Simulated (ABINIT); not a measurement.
# BAs (F-43m) in ABINIT: further runs

Runs on BAs. Level: PBE. Tasks: equation of state.

Program: ABINIT 10.8.3 (patched build). These are calculated values, not measurements. Logs are shortened: lines on timing, memory, paths and dates and some standing lists are left out, and cuts for length are marked. The log counts tension as positive stress, the text compression.

**The experiment to reproduce.**

From “Basic Physical Properties of Cubic Boron Arsenide”, 2019, arxiv:1911.11281, for a bulk crystal of BAs: bulk modulus 148 GPa.

How close the calculation comes is told below.

**1. Starting point**

The structure is cubic, space group F-43m (No. 216). The conventional cell has a = 4.777 Å, b = 4.777 Å, c = 4.777 Å, α = 90.00°, β = 90.00°, γ = 90.00°. Around As (site symmetry -43m) lie 4 B at 2.07 Å. B (site symmetry -43m) is surrounded by 4 As at 2.07 Å.

**2. Equation of state, PBE**

run.abi reads:

```
# Datasets: one volume each
ndtset 7
getwfk -1
scalecart1 3*0.9795861087
scalecart2 3*0.9864848297
scalecart3 3*0.9932883884
scalecart4 3*1.0000000000
scalecart5 3*1.0066227096
scalecart6 3*1.0131594038
scalecart7 3*1.0196128224

# Pseudopotentials
pp_dirpath "./"
pseudos "As.upf, B.upf"

# Structure
acell 3.3778490937 3.3778490937 3.3778490937 Angstrom
rprim
     0.0000000000     0.7071067812     0.7071067812
     0.7071067812     0.0000000000     0.7071067812
     0.7071067812     0.7071067812     0.0000000000
ntypat 2
znucl 33 5
natom 2
typat 1 2
xred
     0.7500000000     0.7500000000     0.7500000000
     0.0000000000     0.0000000000     0.0000000000

# Plane-wave basis
ecut 1142.878222 eV

# k points
kptopt 1
ngkpt 10 10 10
nshiftk 1
shiftk 0.0 0.0 0.0

# Exchange and correlation
ixc 11

# Bands and occupations
nband 13
occopt 3
tsmear 0.00183747

# SCF cycle
nstep 100
tolvrs 1.0e-10

# Output
iomode 3
prtwf 1
prtden 0
prteig 0
prtebands 0
```

Potentials or basis: PseudoDojo NC SR PBE v0.4.1 standard.

On the command line:

```bash
> abinit run.abi > log 2>&1
```

run.abo:

```text
.Version 10.8.3 of ABINIT
 DATASET    1 : space group F-4 3 m (#216); Bravais cF (face-center cubic)
================================================================================
 Values of the parameters that define the memory need for DATASET  1.
     intxc =       0    ionmov =       0      iscf =       7    lmnmax =       6
     lnmax =       6     mgfft =      40  mpssoang =       3    mqgrid =    3001
     natom =       2  nloc_mem =       1    nspden =       1   nspinor =       1
    nsppol =       1      nsym =      24    n1xccc =    2501    ntypat =       2
    occopt =       3   xclevel =       2
       mpw =        2265          nfft =       64000          nkpt =          47
================================================================================
================================================================================
[... 61 lines left out ...]
 DATASET    7 : space group F-4 3 m (#216); Bravais cF (face-center cubic)
================================================================================
 Values of the parameters that define the memory need for DATASET  7.
     intxc =       0    ionmov =       0      iscf =       7    lmnmax =       6
     lnmax =       6     mgfft =      40  mpssoang =       3    mqgrid =    3001
     natom =       2  nloc_mem =       1    nspden =       1   nspinor =       1
    nsppol =       1      nsym =      24    n1xccc =    2501    ntypat =       2
    occopt =       3   xclevel =       2
       mpw =        2573          nfft =       64000          nkpt =          47
================================================================================
================================================================================

--------------------------------------------------------------------------------
------------- Echo of variables that govern the present computation ------------
--------------------------------------------------------------------------------
 -outvars: echo values of preprocessed input variables --------
            acell      6.3832096817E+00  6.3832096817E+00  6.3832096817E+00 Bohr
              amu      7.49215900E+01  1.08110000E+01
             ecut      4.20000000E+01 Hartree
           getwfk          -1
              ixc          11
           jdtset        1    2    3    4    5    6    7
         kptrlatt       10    0    0      0   10    0      0    0   10
          kptrlen1     6.25290353E+01
          kptrlen2     6.29693952E+01
          kptrlen3     6.34036806E+01
          kptrlen4     6.38320968E+01
          kptrlen5     6.42548383E+01
          kptrlen6     6.46720892E+01
          kptrlen7     6.50840244E+01
            natom           2
            nband          13
           ndtset           7
            ngfft          40      40      40
             nkpt          47
            nstep         100
             nsym          24
           ntypat           2
           occopt           3
           prtden           0
        prtebands           0
           prteig           0
            rprim1     0.0000000000E+00  6.9267198023E-01  6.9267198023E-01
                       6.9267198023E-01  0.0000000000E+00  6.9267198023E-01
                       6.9267198023E-01  6.9267198023E-01  0.0000000000E+00
            rprim2     0.0000000000E+00  6.9755011263E-01  6.9755011263E-01
                       6.9755011263E-01  0.0000000000E+00  6.9755011263E-01
                       6.9755011263E-01  6.9755011263E-01  0.0000000000E+00
            rprim3     0.0000000000E+00  7.0236095512E-01  7.0236095512E-01
                       7.0236095512E-01  0.0000000000E+00  7.0236095512E-01
                       7.0236095512E-01  7.0236095512E-01  0.0000000000E+00
            rprim4     0.0000000000E+00  7.0710678120E-01  7.0710678120E-01
                       7.0710678120E-01  0.0000000000E+00  7.0710678120E-01
                       7.0710678120E-01  7.0710678120E-01  0.0000000000E+00
            rprim5     0.0000000000E+00  7.1178974407E-01  7.1178974407E-01
                       7.1178974407E-01  0.0000000000E+00  7.1178974407E-01
                       7.1178974407E-01  7.1178974407E-01  0.0000000000E+00
            rprim6     0.0000000000E+00  7.1641188486E-01  7.1641188486E-01
                       7.1641188486E-01  0.0000000000E+00  7.1641188486E-01
                       7.1641188486E-01  7.1641188486E-01  0.0000000000E+00
            rprim7     0.0000000000E+00  7.2097514092E-01  7.2097514092E-01
                       7.2097514092E-01  0.0000000000E+00  7.2097514092E-01
                       7.2097514092E-01  7.2097514092E-01  0.0000000000E+00
          spgroup         216
           tolvrs      1.00000000E-10
           tsmear      1.83747000E-03 Hartree
            typat      1  2
           xangst1     3.5096121310E+00  3.5096121310E+00  3.5096121310E+00
                       0.0000000000E+00  0.0000000000E+00  0.0000000000E+00
           xangst2     3.5343285236E+00  3.5343285236E+00  3.5343285236E+00
                       0.0000000000E+00  0.0000000000E+00  0.0000000000E+00
           xangst3     3.5587039736E+00  3.5587039736E+00  3.5587039736E+00
                       0.0000000000E+00  0.0000000000E+00  0.0000000000E+00
           xangst4     3.5827500000E+00  3.5827500000E+00  3.5827500000E+00
                       0.0000000000E+00  0.0000000000E+00  0.0000000000E+00
           xangst5     3.6064775129E+00  3.6064775129E+00  3.6064775129E+00
                       0.0000000000E+00  0.0000000000E+00  0.0000000000E+00
           xangst6     3.6298968540E+00  3.6298968540E+00  3.6298968540E+00
                       0.0000000000E+00  0.0000000000E+00  0.0000000000E+00
           xangst7     3.6530178395E+00  3.6530178395E+00  3.6530178395E+00
                       0.0000000000E+00  0.0000000000E+00  0.0000000000E+00
            xcart1     6.6322057357E+00  6.6322057357E+00  6.6322057357E+00
                       0.0000000000E+00  0.0000000000E+00  0.0000000000E+00
            xcart2     6.6789129487E+00  6.6789129487E+00  6.6789129487E+00
                       0.0000000000E+00  0.0000000000E+00  0.0000000000E+00
            xcart3     6.7249758732E+00  6.7249758732E+00  6.7249758732E+00
                       0.0000000000E+00  0.0000000000E+00  0.0000000000E+00
            xcart4     6.7704162777E+00  6.7704162777E+00  6.7704162777E+00
                       0.0000000000E+00  0.0000000000E+00  0.0000000000E+00
            xcart5     6.8152547785E+00  6.8152547785E+00  6.8152547785E+00
                       0.0000000000E+00  0.0000000000E+00  0.0000000000E+00
            xcart6     6.8595109194E+00  6.8595109194E+00  6.8595109194E+00
                       0.0000000000E+00  0.0000000000E+00  0.0000000000E+00
            xcart7     6.9032032497E+00  6.9032032497E+00  6.9032032497E+00
                       0.0000000000E+00  0.0000000000E+00  0.0000000000E+00
             xred      7.5000000000E-01  7.5000000000E-01  7.5000000000E-01
                       0.0000000000E+00  0.0000000000E+00  0.0000000000E+00
            znucl       33.00000    5.00000

================================================================================

 chkinp: Checking input parameters for consistency, jdtset=   1.

 chkinp: Checking input parameters for consistency, jdtset=   2.

 chkinp: Checking input parameters for consistency, jdtset=   3.

 chkinp: Checking input parameters for consistency, jdtset=   4.
[... 22 lines left out ...]
 Real(R)+Recip(G) space primitive vectors, cartesian coordinates (Bohr,Bohr^-1):
 R(1)=  0.0000000  4.4214705  4.4214705  G(1)= -0.1130845  0.1130845  0.1130845
 R(2)=  4.4214705  0.0000000  4.4214705  G(2)=  0.1130845 -0.1130845  0.1130845
 R(3)=  4.4214705  4.4214705  0.0000000  G(3)=  0.1130845  0.1130845 -0.1130845
 Unit cell volume ucvol=  1.7287420E+02 bohr^3
 Angles (23,13,12)=  6.00000000E+01  6.00000000E+01  6.00000000E+01 degrees

 getcut: wavevector=  0.0000  0.0000  0.0000  ngfft=  40  40  40
         ecut(hartree)=     42.000   => boxcut(ratio)=   2.19275

--- Pseudopotential description ------------------------------------------------
- pspini: atom type   1  psp file is ./As.upf
12 -101130 2 -1 1358                          pspcod,pspxc,lmax,lloc,mmax
     nproj     2     2     2

- pspini: atom type   2  psp file is ./B.upf
12 -101130 1 -1 1534                          pspcod,pspxc,lmax,lloc,mmax
     nproj     2     2     0

   5.81353049E+02                                ecore*ucvol(ha*bohr**3)
--------------------------------------------------------------------------------

================================================================================

--- !BeginCycle
iteration_state: {dtset: 1, }
solver: {iscf: 7, nstep: 100, nline: 4, wfoptalg: 0, }
tolerances: {tolvrs: 1.00E-10, }
...

     iter   Etot(hartree)      deltaE(h)  residm     vres2
 ETOT  1  -108.00208075494    -1.080E+02 1.905E+00 2.835E+02
 ETOT  2  -108.98899561206    -9.869E-01 7.583E-02 1.500E+02
 ETOT  3  -109.00598359395    -1.699E-02 7.120E-03 5.735E+00
 ETOT  4  -109.00654488931    -5.613E-04 4.985E-03 6.445E-01
 ETOT  5  -109.00662703256    -8.214E-05 2.026E-03 1.594E-02
 ETOT  6  -109.00662904618    -2.014E-06 9.969E-04 8.638E-04
 ETOT  7  -109.00662913544    -8.927E-08 4.126E-04 4.092E-06
 ETOT  8  -109.00662913574    -2.943E-10 1.963E-04 7.367E-08
 ETOT  9  -109.00662913574    -5.855E-12 8.650E-05 4.545E-09
 ETOT 10  -109.00662913574     5.400E-13 4.122E-05 5.275E-12
[... 1013 lines left out ...]
 Cartesian components of stress tensor (hartree/bohr^3)
  sigma(1 1)=  1.57522366E-04  sigma(3 2)=  0.00000000E+00
  sigma(2 2)=  1.57522366E-04  sigma(3 1)=  0.00000000E+00
  sigma(3 3)=  1.57522366E-04  sigma(2 1)=  0.00000000E+00

-Cartesian components of stress tensor (GPa)         [Pressure= -4.6345E+00 GPa]
- sigma(1 1)=  4.63446800E+00  sigma(3 2)=  0.00000000E+00
- sigma(2 2)=  4.63446800E+00  sigma(3 1)=  0.00000000E+00
- sigma(3 3)=  4.63446800E+00  sigma(2 1)=  0.00000000E+00

== END DATASET(S) ==============================================================
================================================================================

 -outvars: echo values of variables after computation  --------
            acell      6.3832096817E+00  6.3832096817E+00  6.3832096817E+00 Bohr
           etotal1    -1.0900662914E+02
           etotal2    -1.0900798848E+02
           etotal3    -1.0900891174E+02
           etotal4    -1.0900944063E+02
           etotal5    -1.0900961271E+02
           etotal6    -1.0900946248E+02
           etotal7    -1.0900902043E+02
            fcart1    -2.9498105501E-29 -2.9498105501E-29  8.8494316502E-29
                       2.9498105501E-29  2.9498105501E-29 -8.8494316502E-29
            fcart2    -3.7795894573E-30 -3.7795894573E-30  1.1338768372E-29
                       3.7795894573E-30  3.7795894573E-30 -1.1338768372E-29
            fcart3     1.2199528398E-28  1.2199528398E-28 -3.6598585195E-28
                      -1.2199528398E-28 -1.2199528398E-28  3.6598585195E-28
            fcart4    -1.1931224519E-28 -1.1931224519E-28  3.5793673556E-28
                       1.1931224519E-28  1.1931224519E-28 -3.5793673556E-28
            fcart5    -1.1852727348E-28 -1.1852727348E-28  3.5558182043E-28
                       1.1852727348E-28  1.1852727348E-28 -3.5558182043E-28
            fcart6    -1.1776256011E-28 -1.1776256011E-28  3.5328768032E-28
                       1.1776256011E-28  1.1776256011E-28 -3.5328768032E-28
            fcart7     2.3220602109E-28  2.3220602109E-28 -6.9661806328E-28
                      -2.3220602109E-28 -2.3220602109E-28  6.9661806328E-28
            rprim1     0.0000000000E+00  6.9267198023E-01  6.9267198023E-01
[... 30 lines left out ...]
           strten6     8.2196248939E-05  8.2196248939E-05  8.2196248939E-05
                       0.0000000000E+00  0.0000000000E+00  0.0000000000E+00
           strten7     1.5752236560E-04  1.5752236560E-04  1.5752236560E-04
                       0.0000000000E+00  0.0000000000E+00  0.0000000000E+00
           xangst1     3.5096121310E+00  3.5096121310E+00  3.5096121310E+00
                       0.0000000000E+00  0.0000000000E+00  0.0000000000E+00
           xangst2     3.5343285236E+00  3.5343285236E+00  3.5343285236E+00
                       0.0000000000E+00  0.0000000000E+00  0.0000000000E+00
           xangst3     3.5587039736E+00  3.5587039736E+00  3.5587039736E+00
                       0.0000000000E+00  0.0000000000E+00  0.0000000000E+00
           xangst4     3.5827500000E+00  3.5827500000E+00  3.5827500000E+00
                       0.0000000000E+00  0.0000000000E+00  0.0000000000E+00
           xangst5     3.6064775129E+00  3.6064775129E+00  3.6064775129E+00
                       0.0000000000E+00  0.0000000000E+00  0.0000000000E+00
           xangst6     3.6298968540E+00  3.6298968540E+00  3.6298968540E+00
                       0.0000000000E+00  0.0000000000E+00  0.0000000000E+00
           xangst7     3.6530178395E+00  3.6530178395E+00  3.6530178395E+00
                       0.0000000000E+00  0.0000000000E+00  0.0000000000E+00
             xred      7.5000000000E-01  7.5000000000E-01  7.5000000000E-01
                       0.0000000000E+00  0.0000000000E+00  0.0000000000E+00
 Calculation completed.
```

Wall time 4.1 min (1 thread of Arm Neoverse V2, shared host); peak memory 0.13 GiB.

Results:

```yaml
Equilibrium_volume: 13.90 Å³/atom
Bulk_modulus: 131 GPa
Pressure_derivative_of_the_bulk_modulus: 4.1
```

Energy against volume, from the lowest point:
```csv
volume (Å³/atom),energy (meV/atom)
12.809,40.59
13.081,22.10
13.354,9.54
13.626,2.34
13.899,0.00
14.171,2.04
14.444,8.06
```

Caveat: pressures at fixed basis lie under the slope of the energies. PBE usually gives volumes a little too large and moduli too small.

**3. Equation of state, PBE**

run.abi is that of step 2.

Potentials or basis: PseudoDojo NC SR PBE v0.5 standard.

On the command line:

```bash
> abinit run.abi > log 2>&1
```

run.abo:

```text
.Version 10.8.3 of ABINIT
 DATASET    1 : space group F-4 3 m (#216); Bravais cF (face-center cubic)
================================================================================
 Values of the parameters that define the memory need for DATASET  1.
     intxc =       0    ionmov =       0      iscf =       7    lmnmax =       6
     lnmax =       6     mgfft =      40  mpssoang =       3    mqgrid =    3001
     natom =       2  nloc_mem =       1    nspden =       1   nspinor =       1
    nsppol =       1      nsym =      24    n1xccc =    2501    ntypat =       2
    occopt =       3   xclevel =       2
       mpw =        2265          nfft =       64000          nkpt =          47
================================================================================
================================================================================
[... 61 lines left out ...]
 DATASET    7 : space group F-4 3 m (#216); Bravais cF (face-center cubic)
================================================================================
[... 1211 lines left out ...]
                       1.1931224519E-28  1.1931224519E-28 -3.5793673556E-28
            fcart5    -1.1852727348E-28 -1.1852727348E-28  3.5558182043E-28
                       1.1852727348E-28  1.1852727348E-28 -3.5558182043E-28
[... 38 lines left out ...]
                       0.0000000000E+00  0.0000000000E+00  0.0000000000E+00
           xangst1     3.5096121310E+00  3.5096121310E+00  3.5096121310E+00
                       0.0000000000E+00  0.0000000000E+00  0.0000000000E+00
           xangst2     3.5343285236E+00  3.5343285236E+00  3.5343285236E+00
                       0.0000000000E+00  0.0000000000E+00  0.0000000000E+00
           xangst3     3.5587039736E+00  3.5587039736E+00  3.5587039736E+00
                       0.0000000000E+00  0.0000000000E+00  0.0000000000E+00
           xangst4     3.5827500000E+00  3.5827500000E+00  3.5827500000E+00
                       0.0000000000E+00  0.0000000000E+00  0.0000000000E+00
           xangst5     3.6064775129E+00  3.6064775129E+00  3.6064775129E+00
                       0.0000000000E+00  0.0000000000E+00  0.0000000000E+00
           xangst6     3.6298968540E+00  3.6298968540E+00  3.6298968540E+00
                       0.0000000000E+00  0.0000000000E+00  0.0000000000E+00
           xangst7     3.6530178395E+00  3.6530178395E+00  3.6530178395E+00
                       0.0000000000E+00  0.0000000000E+00  0.0000000000E+00
             xred      7.5000000000E-01  7.5000000000E-01  7.5000000000E-01
                       0.0000000000E+00  0.0000000000E+00  0.0000000000E+00
 Calculation completed.
```

It took 4.3 min on 1 thread of Arm Neoverse V2, shared host; peak memory 0.12 GiB.

What came out:

- Equilibrium volume: 13.90 Å³/atom
- Bulk modulus: 131 GPa
- Pressure derivative of the bulk modulus: 4.1

Energy against volume, from the lowest point:
| volume (Å³/atom) | energy (meV/atom) |
| --- | --- |
| 12.809 | 40.59 |
| 13.081 | 22.10 |
| 13.354 | 9.54 |
| 13.626 | 2.34 |
| 13.899 | 0.00 |
| 14.171 | 2.04 |
| 14.444 | 8.06 |

Caveat: pressures at fixed basis lie under the slope of the energies. PBE usually gives volumes a little too large and moduli too small.

**4. Equation of state, PBE**

run.abi, as its differences from that of step 3:

```diff
@@ -13,3 +13,3 @@
 pp_dirpath "./"
-pseudos "As.upf, B.upf"
+pseudos "As_ONCV_PBE-1.2.upf, B_ONCV_PBE-1.2.upf"
 
@@ -30,3 +30,3 @@
 # Plane-wave basis
-ecut 1142.878222 eV
+ecut 598.650497 eV
 
@@ -42,3 +42,3 @@
 # Bands and occupations
-nband 13
+nband 8
 occopt 3
```

Potentials or basis: SG15 NC PBE v1.2.

On the command line:

```bash
> abinit run.abi > log 2>&1
```

Run time: 51 s. Hardware: 1 thread of Arm Neoverse V2, shared host; peak memory 0.09 GiB.

It converged, with:

* Equilibrium volume: 13.90 Å³/atom
* Bulk modulus: 130 GPa
* Pressure derivative of the bulk modulus: 4.0

Energy against volume, from the lowest point:
```tsv
volume (Å³/atom)	energy (meV/atom)
12.809	39.62
13.081	21.52
13.354	9.24
13.626	2.23
13.899	0.00
14.171	2.09
14.444	8.11
```

Caveat: pressures at fixed basis lie under the slope of the energies.

(Continued in part 2 of 2.)
